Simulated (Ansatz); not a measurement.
# Ga in Ansatz: a series of runs

Aim: see how the results for Ga move with the level of theory and the settings. Levels: revPBE, BLYP, r2SCAN. Tasks: relaxation of the atoms.

Program: Ansatz 0.2.0. These are calculated values, not measurements. Logs are shortened: lines on timing, memory, paths and dates and some standing lists are left out, and cuts for length are marked.

## 1. The cell of the first run

The cell holds a slab with vacuum, 6 atoms: a = 2.900 Å, b = 3.170 Å, c = 25.032 Å, α = 90.00°, β = 90.00°, γ = 90.00°.

The slab is cut from a database's or a generator's crystal, which needn't be the stable form of the element.

## 2. Relaxation of the atoms, revPBE (the (0 1 0) slab of Ga, cut from the database cell, not relaxed)

File input.yaml:

```yaml
crystal:
  lattice:
    - [2.9, 0.0, 0.0]
    - [0.0, 3.17, 0.0]
    - [0.0, 0.0, 25.03242]
  atoms:
    - { symbol: Ga, position: [0.5, 0.25, 0.2996114639] }
    - { symbol: Ga, position: [0.0, 0.75, 0.3756097093] }
    - { symbol: Ga, position: [0.0, 0.25, 0.4620008773] }
    - { symbol: Ga, position: [0.5, 0.75, 0.5379991227] }
    - { symbol: Ga, position: [0.5, 0.25, 0.6243902907] }
    - { symbol: Ga, position: [0.0, 0.75, 0.7003885361] }
hamiltonian:
  xc: revpbe
  pseudopotentials: { kind: paw }
kpoints:
  mp_grid: { grid: [9, 8, 1] }
scf:
  occupations: { method: fermi_dirac, width: 0.05 }
output:
  forces: true
  eigenvalues: true
relax:
  f_tol: 0.02
  max_steps: 40
  constraints: [{ sites: [0, 1, 2] }]
efield:
  axis: 3
  dipole_correction: true
  ramp_width: 0.04
```

Potentials or basis: Ansatz PAW.

On the command line:

```sh
$ ansatz run input.yaml --threads 4 --pin off --max-ram 11264MiB --backend cpu --events-out ev --progress --plain --runs-dir out
```

What it wrote:

```text
Warning: RAYON_NUM_THREADS=4 ignored (pool sized by the plan → 4); use --threads N
Engine: ansatz 0.2.0, x86_64-unknown-linux-gnu
Pseudopotentials: kind: paw
Pseudopotential: Ga, paw, valence charge 13, recommended cutoff 420 eV (normal), Ga.paw.azcp
Functional definition: revPBE
  parameter kappa = 1.245
  parameter beta = 0.06672455060314922
  exchange = pbe_x(kappa = kappa, mu = beta*pi^2/3)
  correlation = pbe_c(beta = beta)
Crystal: 6 atoms, lattice volume = 230.123 Å³
Basis set: ecut = 420 eV, 4473 PW (Γ), exchange–correlation on 40×48×360 points (8 copies of the dense FFT grid, shifted against one another)
Bands: 47, of which v1, the nominal top of the filled ones, is band 39 counted from 1 (38 counted from 0)
Symmetry: 4 space group operations
k-points: 25 of 72
Non-local potential: Ga, projectors of the file, l = 0: 2, l = 1: 2, l = 2: 3, l = 3: 1
PAW form: soft (Blöchl's): semilocal exchange-correlation on the pseudo side does not see the compensation charge
PAW frozen core: Ga, regenerated for the run's functional, and the local potential with it (the file was generated under x = pbe(κ = 0.804, μ = 0.2195149727645171), c = pbe(β = 0.06672455060314922))
PAW one-centre angular grid: Ga, 590 points (default); XC on 64 Gauss nodes
Initial density: superposition of atomic densities (neutral atoms: chi_scale 0, normalization atom), corrected by the library's trained network
Initial wavefunctions: pseudopotential atomic-orbital guess
Functional: x = revpbe(κ = 1.245, μ = 0.2195149727645171), c = pbe(β = 0.06672455060314922)
SCF iter   1: F=—  HF=-22721.405189 eV  |F-HF|=—  |Δ(HF+E_count)|=         —  Δρ=2.83e-3  dr2=5.43e-2  ethr=1.77e-3  p=0.000 e·Å  D=1.17e-15 V/Å  ΔV_dip=-0.00 eV  dr2_dipole=6.81e-8  V_vac-E_F(+/−)=4.08/4.08 eV  ⟨swp⟩=7.2  Hψ=4235  notcnv=0  defer=22
efield: sawtooth ramp at fractional position 0.9800 (placed from the atoms, in the widest stretch of the axis that holds none; the zero of the levels goes with the place), width 0.0400; the density the first Hamiltonian is built on has a dipole p = 0.000 e·Å; the dipole correction subtracts the counter field D = 1.17e-15 V/Å, which shifts the + side's vacuum level by -0.00 eV against the − side's; the planar-averaged density in the ramp window peaks in size at 3.5e-5 e/Å³
preconditioner: auto → LDOS  [insulator: Δε(μ)=0.195 eV  Ē_g=15.385 eV  σ=0.050 eV  W_gap=0.56  n_scr=46 (ndim 8)  ℏωp=21.6 eV  f_vac=0.466  D(μ)=2.17/eV (n_scr^D=10)  ε∞_Penn≈3.0  β→1.0]
SCF iter   2: F=—  HF=-22721.405058 eV  |F-HF|=—  |Δ(HF+E_count)|=   1.31e-4  Δρ=2.45e-3  dr2=8.52e-3  ethr=6.97e-5  p=-0.000 e·Å  D=-9.12e-6 V/Å  ΔV_dip=0.00 eV  dr2_dipole=3.00e-8  V_vac-E_F(+/−)=4.32/4.32 eV  ⟨swp⟩=2.6  Hψ=2538  notcnv=0  defer=41
SCF iter   3: F=—  HF=-22721.397635 eV  |F-HF|=—  |Δ(HF+E_count)|=   7.42e-3  Δρ=2.42e-4  dr2=1.48e-4  ethr=1.09e-5  p=-0.000 e·Å  D=-3.08e-6 V/Å  ΔV_dip=0.00 eV  dr2_dipole=2.45e-8  V_vac-E_F(+/−)=4.31/4.31 eV  ⟨swp⟩=2.0  Hψ=2263  notcnv=0  defer=41
SCF iter   4: F=—  HF=-22721.397674 eV  |F-HF|=—  |Δ(HF+E_count)|=   3.87e-5  Δρ=9.46e-5  dr2=3.31e-5  ethr=1.90e-7  p=-0.000 e·Å  D=-8.35e-7 V/Å  ΔV_dip=0.00 eV  dr2_dipole=2.65e-9  V_vac-E_F(+/−)=4.31/4.31 eV  ⟨swp⟩=2.2  Hψ=2224  notcnv=0  defer=40
iter 5 did not close the SCF: its close was put off for the readings that it lacked (scf_convergence_deferred on its scf_iter line)
SCF iter   5: F=-22721.397698 eV  HF=-22721.397699 eV  |F-HF|=7.30e-7  |Δ(HF+E_count)|=   2.48e-5  Δρ=3.14e-5  dr2=2.35e-6  ethr=4.24e-8  p=-0.000 e·Å  D=-9.13e-7 V/Å  ΔV_dip=0.00 eV  dr2_dipole=1.68e-12  V_vac-E_F(+/−)=4.31/4.31 eV  ⟨swp⟩=2.2  Hψ=1826  notcnv=0  defer=38
iter 6 did not close the SCF: its close was put off until two iterations running show no level that it waits for move by more than its bar (scf_convergence_deferred on its scf_iter line)
SCF iter   6: F=-22721.397699 eV  HF=-22721.397700 eV  |F-HF|=4.47e-7  |Δ(HF+E_count)|=   1.11e-6  Δρ=1.39e-5  dr2=5.01e-7  ethr=3.01e-9  p=-0.000 e·Å  D=-2.00e-7 V/Å  ΔV_dip=0.00 eV  dr2_dipole=5.54e-13  V_vac-E_F(+/−)=4.31/4.31 eV  ⟨swp⟩=10.1  Hψ=5781  notcnv=0
iter 7 did not close the SCF: its close was put off until two iterations running show no level that it waits for move by more than its bar (scf_convergence_deferred on its scf_iter line)
SCF iter   7: F=-22721.397700 eV  HF=-22721.397700 eV  |F-HF|=6.26e-8  |Δ(HF+E_count)|=   2.80e-8  Δρ=3.17e-6  dr2=2.76e-8  ethr=6.43e-10  p=-0.000 e·Å  D=-5.15e-8 V/Å  ΔV_dip=0.00 eV  dr2_dipole=6.49e-14  V_vac-E_F(+/−)=4.31/4.31 eV  ⟨swp⟩=3.3  Hψ=3993  notcnv=0
SCF iter   8: F=-22721.397700 eV  HF=-22721.397700 eV  |F-HF|=4.80e-9  |Δ(HF+E_count)|=   6.77e-8  Δρ=1.18e-6  dr2=3.35e-9  ethr=3.54e-11  p=-0.000 e·Å  D=-3.39e-8 V/Å  ΔV_dip=0.00 eV  dr2_dipole=3.08e-14  V_vac-E_F(+/−)=4.31/4.31 eV  ⟨swp⟩=2.9  Hψ=3812  notcnv=0
SCF 1 converged in 8 iterations: F = -22721.397700 eV  dr2 = 3.35e-9
relax step   1: F+E_penalty+E_count = -22721.39770004 eV  Δ(F+E_penalty+E_count) = +0.000e0 eV  max|allowed force component| = 3.532e-1 eV/Å  Δτ_max = 0.0000 Å  (8 SCF iters, dr2 threshold 1.00e-5 eV, accepted)
Initial density: handed on by an earlier stage of this run
Initial wavefunctions: those handed on with the density
[... 30 lines left out ...]
SCF iter   3: F=—  HF=-22721.452287 eV  |F-HF|=—  |Δ(HF+E_count)|=   9.21e-7  Δρ=1.69e-5  dr2=1.35e-6  ethr=1.26e-8  p=0.004 e·Å  D=2.97e-3 V/Å  ΔV_dip=-0.07 eV  dr2_dipole=4.13e-9  V_vac-E_F(+/−)=4.16/4.23 eV  ⟨swp⟩=2.0  Hψ=2089  notcnv=0  defer=44
SCF iter   4: F=—  HF=-22721.452287 eV  |F-HF|=—  |Δ(HF+E_count)|=   3.63e-7  Δρ=4.92e-6  dr2=1.45e-7  ethr=1.73e-9  p=0.004 e·Å  D=2.99e-3 V/Å  ΔV_dip=-0.07 eV  dr2_dipole=1.93e-9  V_vac-E_F(+/−)=4.16/4.23 eV  ⟨swp⟩=2.0  Hψ=2115  notcnv=0  defer=44
SCF iter   5: F=-22721.452287 eV  HF=-22721.452287 eV  |F-HF|=6.16e-9  |Δ(HF+E_count)|=   3.16e-8  Δρ=1.51e-6  dr2=4.88e-9  ethr=1.28e-10  p=0.004 e·Å  D=2.99e-3 V/Å  ΔV_dip=-0.07 eV  dr2_dipole=6.55e-10  V_vac-E_F(+/−)=4.16/4.23 eV  ⟨swp⟩=9.7  Hψ=5617  notcnv=0
SCF 4 converged in 5 iterations: F = -22721.452287 eV  dr2 = 4.88e-9
relax step   4: F+E_penalty+E_count = -22721.45228675 eV  Δ(F+E_penalty+E_count) = -1.669e-4 eV  max|allowed force component| = 1.052e-2 eV/Å  Δτ_max = 0.0056 Å  (5 SCF iters, accepted)
SCF converged after 5 iterations
Free energy (F): -22721.452287 eV
Harris-Foulkes:  -22721.452287 eV  (|F-HF|=6.16e-9)
Internal energy: -22721.435110 eV  (E = F + TS)
E sigma→0 (E₀):  -22721.443698 eV
Entropy (-TS):   -0.017177 eV (-2.863 meV/atom)
Fermi energy:    2.701628 eV
Dipole field:    D = 0.003022 V/Å  (p = 0.003843 e·Å, saw-weighted, corrected)
Work function:   Φ+ = 4.1558 eV   Φ− = 4.2314 eV
Levels:          The Fermi level and band energies are counted from a zero that moves with the ramp; work functions are not
--- Per-component energies (eV) ---
  E_band       = -755.186869
  E_kinetic    = 684.384710
  E_local      = -74562.700614  (includes V_loc(G=0)·N_el)
  E_nonlocal   = 2532.737339
  E_hartree    = 36682.861365
  E_xc         = -414.166212
  E_vxc        = -344.721538  (∫ρ·V_xc dr)
  E_paw        = -11937.606360  (= ΣΔE_a)
  E_vpaw       = -2430.582815  (= ΣTr[D̂ρ^β])
  E_aug_tail   = -0.000702  (compensation charges beyond the density's cutoff)
  E_efield     = 0.000006  (sawtooth field / dipole correction)
  E_vefield    = -0.023953  (∫n·V_field dr)
  E_ewald      = 24293.591572
  E_core_change = -0.536214  (= ΣΔE_core)
  E_smearing   = -0.017177  (= −TS)
  E_closure    = -0.000000  (closes the sum)
  Σ components = -22721.452287   (vs F -22721.452287, Δ=0.00e0)
--- Forces (eV/Å), atoms counted from 1 ---
  atom   1  Ga     0.00000000    -0.00000000    -0.31504705
  atom   2  Ga     0.00000000    -0.00000000    -0.06370785
  atom   3  Ga     0.00000000     0.00000000     0.38039567
  atom   4  Ga     0.00000000    -0.00000000    -0.00527762
  atom   5  Ga     0.00000000     0.00000000     0.01052178
  atom   6  Ga     0.00000000    -0.00000000    -0.00687993
  max |Σ_I F_I| component: 5.02e-6 eV/Å
--- Band table (eV; the first three rows and the last of 25) ---
  k-point 0: bands = ["-12.4438", "-12.4029", "-12.3710", "-12.3457", "-12.2981", "-12.2712", "-12.2307", "-12.2216", "-12.2130", "-12.1745", "-12.1558", "-12.1553", "-12.1404", "-12.1255", "-12.1135", "-12.1054", "-12.0962", "-12.0657", "-12.0645", "-12.0425", "-12.0226", "-12.0126", "-11.9967", "-11.9911", "-11.9416", "-11.9359", "-11.9272", "-11.8954", "-11.8849", "-11.8799", "-8.0891", "-7.4361", "-6.6097", "-4.8084", "-3.0574", "-0.9670", "1.0978", "3.6179", "5.7213", "6.0953", "6.6767", "6.8066", "6.9097", "7.6892", "8.3957", "8.7179", "8.9693"]
  k-point 1: bands = ["-12.4332", "-12.3889", "-12.3783", "-12.3301", "-12.2855", "-12.2555", "-12.2509", "-12.2162", "-12.2102", "-12.1744", "-12.1590", "-12.1483", "-12.1295", "-12.1264", "-12.1222", "-12.1016", "-12.0959", "-12.0755", "-12.0541", "-12.0360", "-12.0283", "-12.0182", "-11.9941", "-11.9866", "-11.9614", "-11.9371", "-11.9280", "-11.9146", "-11.8880", "-11.8792", "-7.8505", "-7.1956", "-6.3675", "-4.5693", "-2.8337", "-0.7977", "1.3323", "3.2735", "4.2135", "4.6669", "5.2255", "6.1810", "6.8770", "7.0111", "7.3710", "8.7498", "8.8820"]
  k-point 2: bands = ["-12.4138", "-12.4047", "-12.3294", "-12.3100", "-12.2853", "-12.2548", "-12.2273", "-12.2077", "-12.2062", "-12.1986", "-12.1537", "-12.1467", "-12.1317", "-12.1279", "-12.1147", "-12.0962", "-12.0865", "-12.0787", "-12.0530", "-12.0272", "-12.0243", "-12.0154", "-12.0026", "-12.0015", "-11.9753", "-11.9472", "-11.9402", "-11.9296", "-11.8931", "-11.8796", "-7.1316", "-6.4741", "-5.6446", "-3.8657", "-2.2096", "-0.6147", "1.1674", "1.4062", "2.2015", "2.3257", "4.0840", "4.7242", "5.9783", "6.8246", "7.6753", "7.7200", "8.1119"]
  k-point 24: bands = ["-12.3934", "-12.3896", "-12.3820", "-12.3768", "-12.2973", "-12.2886", "-12.2756", "-12.2332", "-12.2199", "-12.1742", "-12.1726", "-12.1547", "-12.1103", "-12.1033", "-12.0779", "-12.0724", "-12.0600", "-12.0600", "-12.0170", "-11.9847", "-11.9712", "-11.9615", "-11.9583", "-11.9519", "-11.9306", "-11.9163", "-11.9132", "-11.8897", "-11.8618", "-11.8164", "-0.8689", "-0.8574", "-0.3039", "-0.2937", "0.4737", "0.5235", "1.1766", "1.2640", "1.9377", "1.9455", "2.5690", "2.5949", "3.5192", "3.5518", "4.4377", "4.4947", "5.1049"]
--- Relaxed structure (4 steps of the walk, 4 accepted, 0 SCFs on fresh bases) ---
  F+E_penalty+E_count = -22721.45228675 eV   max|allowed force component| = 1.052e-2 eV/Å
  atoms:
    - { symbol: Ga, position: [0.5, 0.24999999999999997, 0.2996114639] }
    - { symbol: Ga, position: [0.0, 0.7499999999999999, 0.3756097093] }
    - { symbol: Ga, position: [0.0, 0.24999999999999997, 0.4620008773] }
    - { symbol: Ga, position: [0.5, 0.7499999999999999, 0.5416229450682248] }
    - { symbol: Ga, position: [0.5, 0.24999999999999997, 0.6327734737175889] }
    - { symbol: Ga, position: [0.0, 0.7499999999999999, 0.71274838580257] }
```

Run time: 22 s. Hardware: 4 threads of Intel Xeon Platinum 8488C (Sapphire Rapids), shared host; peak memory 0.71 GiB.

Results:

| Quantity | Value |
| --- | --- |
| Free energy | -22721.4523 eV |
| Energy gained by relaxing | 9.1 meV/atom |
| Ionic steps | 4 |
| Largest force after relaxing | 0.380 eV/Å |
| Band gap on the k mesh | none (metal or under the smearing width) |
| Work function of the upper face | 4.16 eV |
| Work function of the lower face | 4.23 eV |
| Dipole across the slab | 0.004 e·Å |

Forces on the atoms (eV/Å):
```
Ga   0.000  0.000 -0.315
Ga   0.000  0.000 -0.064
Ga   0.000  0.000  0.380
Ga   0.000  0.000 -0.005
Ga   0.000  0.000  0.011
Ga   0.000  0.000 -0.007
```

The path:
```csv
step,energy change (eV),largest force (eV/Å)
1,0.0000,0.3532
2,-0.0458,0.3289
3,-0.0544,0.3915
4,-0.0546,0.3804
```

Final structure:
```
CELL_PARAMETERS angstrom
2.90000 0.00000 0.00000
0.00000 3.17000 0.00000
0.00000 0.00000 25.03242
ATOMIC_POSITIONS crystal
Ga 0.50000 0.25000 0.29961
Ga 0.00000 0.75000 0.37561
Ga 0.00000 0.25000 0.46200
Ga 0.50000 0.75000 0.54162
Ga 0.50000 0.25000 0.63277
Ga 0.00000 0.75000 0.71275
```

Caveat: the PAW data sets come from PBE, with cores solved anew for the run's functional, which leaves a small shift of forces and pressure.

## 3. Relaxation of the atoms, BLYP (the (0 1 0) slab of Ga, cut from the database cell, not relaxed)

Changes to input.yaml since step 2:

```diff
@@ -13,3 +13,3 @@
 hamiltonian:
-  xc: revpbe
+  xc: blyp
   pseudopotentials: { kind: paw }
```

Potentials or basis: Ansatz PAW.

On the command line:

```sh
$ ansatz run input.yaml --threads 4 --pin off --max-ram 11264MiB --backend cpu --events-out ev --progress --plain --runs-dir out
```

Wall time 26 s (4 threads of Intel Xeon Platinum 8488C (Sapphire Rapids), shared host); peak memory 0.74 GiB.

The run converged. Its results:

```yaml
Free_energy: -22756.4465 eV
Energy_gained_by_relaxing: 21.8 meV/atom
Ionic_steps: 5
Largest_force_after_relaxing: 0.494 eV/Å
Band_gap_on_the_k_mesh: none (metal or under the smearing width)
Work_function_of_the_upper_face: 3.80 eV
Work_function_of_the_lower_face: 3.98 eV
Dipole_across_the_slab: 0.009 e·Å
```

Forces in eV/Å, atoms in the order of the input:
```
Ga   0.000  0.000 -0.491
Ga   0.000  0.000  0.000
Ga   0.000  0.000  0.494
Ga   0.000  0.000 -0.010
Ga   0.000  0.000  0.003
Ga   0.000  0.000  0.003
```

The path:
| step | energy change (eV) | largest force (eV/Å) |
| --- | --- | --- |
| 1 | 0.0000 | 0.5143 |
| 2 | -0.0768 | 0.4972 |
| 3 | -0.1196 | 0.4881 |
| 4 | -0.1306 | 0.4896 |
| 5 | -0.1308 | 0.4944 |

Final structure:
```yaml
crystal:
  lattice:
    - [2.90000, 0.00000, 0.00000]
    - [0.00000, 3.17000, 0.00000]
    - [0.00000, 0.00000, 25.03242]
  atoms:
    - { symbol: Ga, position: [0.50000, 0.25000, 0.29961] }
    - { symbol: Ga, position: [0.00000, 0.75000, 0.37561] }
    - { symbol: Ga, position: [0.00000, 0.25000, 0.46200] }
    - { symbol: Ga, position: [0.50000, 0.75000, 0.54581] }
    - { symbol: Ga, position: [0.50000, 0.25000, 0.63918] }
    - { symbol: Ga, position: [0.00000, 0.75000, 0.72344] }
```

Levels at points of the mesh, in eV from the Fermi level:
| k point | band 37 | band 38 | band 39 | band 40 | band 41 | band 42 | band 43 | band 44 |
| --- | --- | --- | --- | --- | --- | --- | --- | --- |
| (0.00, 0.00, 0.00) | -1.69 | 0.50 | 2.65 | 3.47 | 3.78 | 3.99 | 4.19 | 5.05 |
| (0.00, -0.50, 0.00) | -3.23 | -3.09 | -1.69 | -1.68 | 0.13 | 0.27 | 2.44 | 2.53 |

Caveat: the PAW data sets come from PBE, with cores solved anew for the run's functional, which leaves a small shift of forces and pressure.

## 4. Relaxation of the atoms, r2SCAN (the (0 1 0) slab of Ga, cut from the database cell, not relaxed)

Changes to input.yaml since step 3:

```diff
@@ -13,3 +13,3 @@
 hamiltonian:
-  xc: blyp
+  xc: r2scan
   pseudopotentials: { kind: paw }
```

On the command line:

```sh
$ ansatz run input.yaml --threads 4 --pin off --max-ram 11264MiB --backend cpu --events-out ev --progress --plain --runs-dir out
```

It took 34 s on 4 threads of Intel Xeon Platinum 8488C (Sapphire Rapids), shared host; peak memory 1.1 GiB.

Results (log left out):

```
Free energy                     : -22740.3390 eV
Energy gained by relaxing       : 0.7 meV/atom
Ionic steps                     : 3
Largest force after relaxing    : 0.151 eV/Å
Band gap on the k mesh          : none (metal or under the smearing width)
Work function of the upper face : 4.60 eV
Work function of the lower face : 4.62 eV
Dipole across the slab          : 0.001 e·Å
```

Forces on the atoms (eV/Å):
```
Ga   0.000  0.000 -0.064
Ga   0.000  0.000 -0.088
Ga   0.000  0.000  0.151
Ga   0.000  0.000 -0.002
Ga   0.000  0.000  0.008
Ga   0.000  0.000 -0.005
```

Step by step:
```
step  energy change (eV)  largest force (eV/Å)
   1              0.0000                0.1424
   2             -0.0040                0.1624
   3             -0.0042                0.1510
```

Final structure:
```cif
data_structure
_symmetry_space_group_name_H-M 'P 1'
_symmetry_Int_Tables_number 1
_cell_length_a 2.9000
_cell_length_b 3.1700
_cell_length_c 25.0324
_cell_angle_alpha 90.000
_cell_angle_beta 90.000
_cell_angle_gamma 90.000
_cell_volume 230.12
loop_
_atom_site_label
_atom_site_type_symbol
_atom_site_fract_x
_atom_site_fract_y
_atom_site_fract_z
_atom_site_occupancy
Ga1 Ga 0.50000 0.25000 0.29961 1
Ga2 Ga 0.00000 0.75000 0.37561 1
Ga3 Ga 0.00000 0.25000 0.46200 1
Ga4 Ga 0.50000 0.75000 0.53797 1
Ga5 Ga 0.50000 0.25000 0.62620 1
Ga6 Ga 0.00000 0.75000 0.70287 1
```

Levels at points of the mesh, in eV from the Fermi level:
```csv
k point,band 38,band 39,band 40,band 41,band 42,band 43
"(0.00, 0.00, 0.00)",1.38,3.38,3.66,4.18,4.74,4.84
"(0.00, -0.50, 0.00)",-3.48,-1.67,-1.67,0.55,0.55,3.05
```

Caveat: the PAW data sets come from PBE, with cores solved anew for the run's functional, which leaves a small shift of forces and pressure.

## 5. Summary

```csv
level,cutoff (eV),gap on the mesh (eV),largest force (eV/Å),work function (eV)
revPBE,420,none,0.38,4.16
BLYP,420,none,0.49,3.80
r2SCAN,500,none,0.15,4.60
```

Alike in all rows: task relaxation of the atoms; potentials or basis Ansatz PAW; no spin polarisation; cell atoms relaxed from: the (0 1 0) slab of Ga, cut from the database cell, not relaxed; k mesh 9 × 8 × 1; smearing fermi-dirac 0.05 eV.

Caveats: the PAW data sets come from PBE, with cores solved anew for the run's functional, which leaves a small shift of forces and pressure.

Total energies depend on the potentials used, so only differences within one code and one set of settings carry meaning.
